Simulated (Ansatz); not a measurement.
**W: energy against volume and a worked fit**

Symmetry: Im-3m, No. 229, cubic system. Conventional cell: a = 3.165 Å, b = 3.165 Å, c = 3.165 Å, α = 90.00°, β = 90.00°, γ = 90.00°. Around W (site symmetry m-3m) lie 8 W at 2.74 Å.

The cell was scaled at fixed shape and fractions and run with Ansatz, Ansatz PAW, cutoff 500 eV; r2SCAN+rVV10, k mesh 12 × 12 × 12 on the cell of 1 atom, fermi-dirac occupations of 0.05 eV, no spin polarisation, no spin-orbit coupling. The potentials were made for PBE. Energies are those that the program minimises, any entropy of the smearing included. For a metal such a mesh isn't converged to the digits shown.

```tsv
V (Å³/atom)	energy over the lowest row (meV/atom)
14.8967	58.26
15.2137	?
15.5306	4.97
15.8476	0.00
16.1646	7.80
16.4815	27.21
16.7985	57.13
```

Task: Fit the third-order Birch-Murnaghan form, give V0, B0 and B′, and predict the energy left open.

Result: With y = (V0/V)^(2/3), E = E0 + (9 V0 B0/16) [(y - 1)³ B′ + (y - 1)² (6 - 4y)]. Least squares through the rows shown give V0 = 15.8074 Å³/atom, E0 = -0.09 meV, B0 = 324.8 GPa (1 eV/Å³ = 160.218 GPa) and B′ = 3.71, with a largest miss of 0.01 meV. At V = 15.2137 the form with these constants gives 23.91 meV; the run gave 23.96 meV an atom. Measured volume: 15.8 Å³/atom (arxiv:2311.02034), so the fit lies +0.0 % from it. The runs are for a static lattice.
